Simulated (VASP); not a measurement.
# Au (P6_3/mmc) in VASP: further runs

One crystal, Au, is run at these levels: r2SCAN; tasks: single point.

Everything below comes from runs of VASP 6.6.1. Logs are shortened: lines on timing, memory, paths and dates and some standing lists are left out, and cuts for length are marked.

### 1 Starting point

It takes space group P6_3/mmc (No. 194, hexagonal). Conventional cell: a = 2.900 Å, b = 2.900 Å, c = 4.880 Å, α = 90.00°, β = 90.00°, γ = 120.00°. Au (site symmetry -6m2) is surrounded by 12 Au at 2.90 to 2.96 Å.

This isn't the form of Au at room conditions, which is fcc.

### 2 Single point, r2SCAN

File INCAR:

```
PREC = Accurate
ENCUT = 280
EDIFF = 1E-6
ISMEAR = 1
SIGMA = 0.2
LREAL = F
LASPH = T
NELM = 100
ALGO = Normal
ISIF = 2
LWAVE = F
LCHARG = F
METAGGA = R2SCAN
LMIXTAU = T
ADDGRID = F
```

File KPOINTS:

```
regular mesh
0
Gamma
  14 14 7
```

File POSCAR:

```
Au
1.0
    2.9000000000      0.0000000000      0.0000000000
   -1.4500000000      2.5114736710      0.0000000000
    0.0000000000      0.0000000000      4.8800000000
Au
2
Direct
    0.6369950000      0.3319390000      0.2378770000
    0.3187740000      0.6342170000      0.7501220000
```

Potentials or basis: VASP PAW PBE potentials, release 64 (Au).

Started as:

```console
$ cat potpaw_PBE.64/Au/POTCAR > POTCAR
$ mpirun -np 1 vasp_std > vasp.out
```

OUTCAR:

```text
PREC = Accurate
   ENCUT = 280
   EDIFF = 1E-6
   ISMEAR = 1
   LREAL = F
   LASPH = T
   NELM = 100
   ISIF = 2
   METAGGA = R2SCAN

 Found    688 irreducible k-points:

 Following reciprocal coordinates:
            Coordinates               Weight
  0.000000  0.000000  0.000000      1.000000
  0.071429  0.000000  0.000000      2.000000
  0.000000  0.071429  0.000000      2.000000
 -0.071429  0.071429  0.000000      2.000000
  0.142857  0.000000  0.000000      2.000000
  0.000000  0.142857  0.000000      2.000000
   k-points           NKPTS =    688   k-points in BZ     NKDIM =    688   number of bands    NBANDS=     15
   number of dos      NEDOS =    301   number of ions     NIONS =      2
   total plane-waves  NPLWV =   7168
   dimension x,y,z NGX =    16 NGY =   16 NGZ =   28
   dimension x,y,z NGXF=    32 NGYF=   32 NGZF=   56
   ions per type =               2
   NGX,Y,Z   is equivalent  to a cutoff of   9.17,  9.17,  9.54 a.u.
   NGXF,Y,Z  is equivalent  to a cutoff of  18.34, 18.34, 19.08 a.u.
 SYSTEM =  unknown system
   PREC   = accura    normal or accurate (medium, high low for compatibility)
   ISTART =      0    job   : 0-new  1-cont  2-samecut
   ICHARG =      2    charge: 1-file 2-atom 10-const
   ISPIN  =      1    spin polarized calculation?
   LNONCOLLINEAR =      F non collinear calculations
   LSORBIT =      F    spin-orbit coupling
   LASPH  =      T    aspherical Exc in radial PAW
   ENCUT  =  280.0 eV  20.58 Ry    4.54 a.u.   3.96  3.96  6.66*2*pi/ulx,y,z
   NELM   =    100;   NELMIN=  2; NELMDL= -5     # of ELM steps
   EDIFF  = 0.1E-05   stopping-criterion for ELM
   LREAL  =      F    real-space projection
   EDIFFG = 0.1E-04   stopping-criterion for IOM
   NSW    =      0    number of steps for IOM
   IBRION =     -1    ionic relax: 0-MD 1-quasi-New 2-CG
   NFREE  =      0    steps in history (QN), initial steepest desc. (CG)
   ISIF   =      2    stress and relaxation
   ISYM   =      2    0-nonsym 1-usesym 2-fastsym
   POTIM  = 0.5000    time-step for ionic-motion
   TEBEG  =    0.0;   TEEND  =   0.0 temperature during run
   PSTRESS=    0.0 pullay stress
   NELECT =      22.0000    total number of electrons
   NUPDOWN=      -1.0000    fix difference up-down
   EMIN   =  10.00;   EMAX   =-10.00  energy-range for DOS
   EFERMI =   0.00;   METHOD = LEGACY
   ISMEAR =     1;   SIGMA  =   0.20  broadening in eV -4-tet -1-fermi 0-gaus
   EFERMI_NEDOS =   21; number of points for ismear=-14 and -15
   IALGO  =     38    algorithm
   IMIX   =      4    mixing-type and parameters
     AMIX     =   0.40;   BMIX     =  1.00
     AMIX_MAG =   1.60;   BMIX_MAG =  1.00
  volume/ion in A,a.u.               =      17.77       119.93
  Fermi-wavevector in a.u.,A,eV,Ry     =   1.395191  2.636528 26.484517  1.946557
  Thomas-Fermi vector in A             =   2.518667
   LORBIT       =      0    0 simple, 1 ext, 2 COOP (PROOUT), +10 PAW based schemes
   METAGGA = R2SCAN    functional components
   LHFCALC =     F    Hartree Fock is set to
   AEXX    =    0.0000 exact exchange contribution
   IVDW    =     0    specifies the selected vdW correction
   LEPSILON=     F    determine dielectric tensor
   LRPA    =     F    only Hartree local field effects (RPA)
 non-spin polarized calculation
 Methfessel and Paxton  Order N= 1 SIGMA  =   0.20
  energy-cutoff  :      280.00
  volume of cell :       35.54
 maximum number of plane-waves:       388
   NGX =  7   NGY =  7   NGZ = 13

 number of electron      21.9999994 magnetization

 Free energy of the ion-electron system (eV)
  ---------------------------------------------------
  ext. energy  EPLUGINS =         0.00000000
  ---------------------------------------------------
  free energy    TOTEN  =      -101.17535117 eV

  energy without entropy =     -101.17135216  energy(sigma->0) =     -101.17401816

 E-fermi :   8.6670     XC(G=0): -13.3291

 val. band max:        8.6613605286   @ k =  -0.0714   0.4286   0.4286
 cond. band min:       8.6680911030   @ k =   0.5000   0.3571   0.2857
 fundamental gap:      0.0067305744
 Fermi energy:         8.6670098519

 k-point     1 :       0.0000    0.0000    0.0000
  band No.  band energies     occupation
      1      -1.0034      2.00000
      2       1.3437      2.00000
      3       3.7110      2.00000
      4       4.0000      2.00000
      5       4.0614      2.00000
      6       4.2718      2.00000
      7       4.3780      2.00000
      8       4.8389      2.00000
      9       5.1827      2.00000
     10       6.1145      2.00000
     11       6.4586      2.00000
     12       7.8520      2.00000
     13      11.1671     -0.00000
     14      24.0741      0.00000
     15      25.1354      0.00000

 k-point     2 :       0.0714    0.0000    0.0000
  band No.  band energies     occupation
      1      -0.8414      2.00000
      2       1.4751      2.00000
      3       3.6790      2.00000
      4       4.0577      2.00000
      5       4.1360      2.00000
      6       4.2349      2.00000
      7       4.4510      2.00000
      8       4.7700      2.00000
      9       5.0791      2.00000
     10       5.7141      2.00000
     11       6.3862      2.00000
     12       8.5449      1.84949
     13      11.1726     -0.00000
     14      24.1323      0.00000
     15      25.3385      0.00000

 k-point     3 :       0.0000    0.0714    0.0000
  band No.  band energies     occupation
      1      -0.8419      2.00000
      2       1.4736      2.00000
      3       3.6828      2.00000
      4       4.0739      2.00000
      5       4.1209      2.00000
      6       4.2283      2.00000
      7       4.4538      2.00000
      8       4.7819      2.00000
      9       5.0619      2.00000
     10       5.6902      2.00000
     11       6.4328      2.00000
     12       8.5273      1.91868
     13      11.1739     -0.00000
     14      24.1610      0.00000
     15      25.3319      0.00000

 k-point     4 :      -0.0714    0.0714    0.0000
  band No.  band energies     occupation
      1      -0.8399      2.00000
      2       1.4798      2.00000
      3       3.6571      2.00000
      4       4.0188      2.00000
      5       4.1649      2.00000
      6       4.3456      2.00000
      7       4.3694      2.00000
      8       4.7428      2.00000
      9       5.1023      2.00000
     10       5.8828      2.00000
     11       6.1673      2.00000
     12       8.6015      1.52268
     13      11.1685     -0.00000
     14      23.9934      0.00000
     15      25.3617      0.00000

 k-point     5 :       0.1429    0.0000    0.0000
  band No.  band energies     occupation
      1      -0.3744      2.00000
      2       1.8222      2.00000
      3       3.5560      2.00000
      4       4.0555      2.00000
      5       4.2735      2.00000
      6       4.4164      2.00000
      7       4.4508      2.00000
      8       4.6863      2.00000
      9       4.8257      2.00000
     10       5.2138      2.00000
     11       6.4096      2.00000
     12       9.8024     -0.00000
     13      11.2016     -0.00000
     14      22.7429      0.00000
     15      24.9188      0.00000

 k-point     6 :       0.0000    0.1429    0.0000
  band No.  band energies     occupation
      1      -0.3768      2.00000
      2       1.8146      2.00000
      3       3.5693      2.00000
      4       4.0761      2.00000
      5       4.2579      2.00000
      6       4.4143      2.00000
      7       4.4562      2.00000
      8       4.6557      2.00000
      9       4.8022      2.00000
     10       5.2350      2.00000
     11       6.4576      2.00000
     12       9.7700     -0.00000
     13      11.2064     -0.00000
     14      22.7766      0.00000
     15      24.9160      0.00000

 [... further k-points ...]

------------------------ aborting loop because EDIFF is reached ----------------------------------------

  FORCE on cell =-STRESS in cart. coord.  units (eV):
  Direction    XX          YY          ZZ          XY          YZ          ZX
  --------------------------------------------------------------------------------------
  -------------------------------------------------------------------------------------
  Total       -0.1828796     -0.2280403     -0.2114155     -0.0242341     -0.0416046      0.0571142
  in kB       -8.2438369    -10.2795883     -9.5301748     -1.0924217     -1.8754477      2.5745913
  external PRESSURE =      -9.3512000 kB  Pullay stress =       0.0000000 kB

 VOLUME and BASIS-vectors are now :
 -----------------------------------------------------------------------------
  energy-cutoff  :      280.00
  volume of cell :       35.54
      direct lattice vectors                 reciprocal lattice vectors
     2.900000000  0.000000000  0.000000000     0.344827586  0.199086300  0.000000000
    -1.450000000  2.511473671  0.000000000     0.000000000  0.398172599  0.000000000
     0.000000000  0.000000000  4.880000000     0.000000000  0.000000000  0.204918033

 POSITION                                       TOTAL-FORCE (eV/Angst)
 -----------------------------------------------------------------------------------
      1.36597      0.83366      1.16084         0.057511     -0.038251      0.379443
      0.00483      1.59282      3.66060        -0.057511      0.038251     -0.379443
 -----------------------------------------------------------------------------------
    total drift:                               -0.000001     -0.000041      0.000017

  FREE ENERGIE OF THE ION-ELECTRON SYSTEM (eV)
  ---------------------------------------------------
  free  energy   TOTEN  =      -101.1753511666 eV

  energy  without entropy=     -101.1713521607  energy(sigma->0) =     -101.17401816
```

It took 7.9 min on 1 thread of Intel Xeon Platinum 8375C at 2.90GHz (Ice Lake), shared host; peak memory 0.24 GiB.

The run converged, but some of its settings lie outside the range that counts as converged, so its numbers aren't taken as properties of the crystal.

Results:

```
Free energy            : -101.1754 eV
Pressure               : -0.9 GPa
Largest force          : 0.386 eV/Å
Band gap on the k mesh : none (metal or under the smearing width)
```

Caveat: the cutoff is under 1.25 times the usual one of these potentials, so pressure, stress and relaxed cells hold a basis-set (Pulay) error; the PAW data sets were made with another functional, which shifts forces and pressure a little.

### 3 Single point, r2SCAN

INCAR: that of step 2 with these lines changed.

```diff
@@ -1,3 +1,3 @@
 PREC = Accurate
-ENCUT = 280
+ENCUT = 650
 EDIFF = 1E-6
```

File KPOINTS:

```
regular mesh
0
Gamma
  9 9 5
```

File POSCAR:

```
Au
1.0
    2.9000000000      0.0000000000      0.0000000000
   -1.4500000000      2.5114736710      0.0000000000
    0.0000000000      0.0000000000      4.8800000000
Au
2
Direct
    0.6666666667      0.3333333333      0.2500000000
    0.3333333333      0.6666666667      0.7500000000
```

Potentials or basis: VASP PAW PBE potentials, release 64 (Au).

Started as:

```console
$ cat potpaw_PBE.64/Au/POTCAR > POTCAR
$ mpirun -np 1 vasp_std > vasp.out
```

Run time: 72 s. Hardware: 1 thread of Intel Xeon Platinum 8375C at 2.90GHz (Ice Lake), shared host; peak memory 0.18 GiB.

The run converged, but some of its settings lie outside the range that counts as converged, so its numbers aren't taken as properties of the crystal.

What came out:

```yaml
Free_energy: -101.2261 eV
Pressure: -1.7 GPa
Band_gap_on_the_k_mesh: none (metal or under the smearing width)
```

Caveat: the PAW data sets were made with another functional, which shifts forces and pressure a little.

### 4 For comparison

An earlier run on the cell as given: functional PBE; potentials or basis VASP PAW PBE potentials, release 64 (Au); cutoff 520 eV; k mesh 11 × 11 × 6; occupations fermi-dirac, width 0.05 eV; no spin polarisation.

* Pressure: 1.6 GPa
* Band gap on the k mesh: none (metal or under the smearing width)
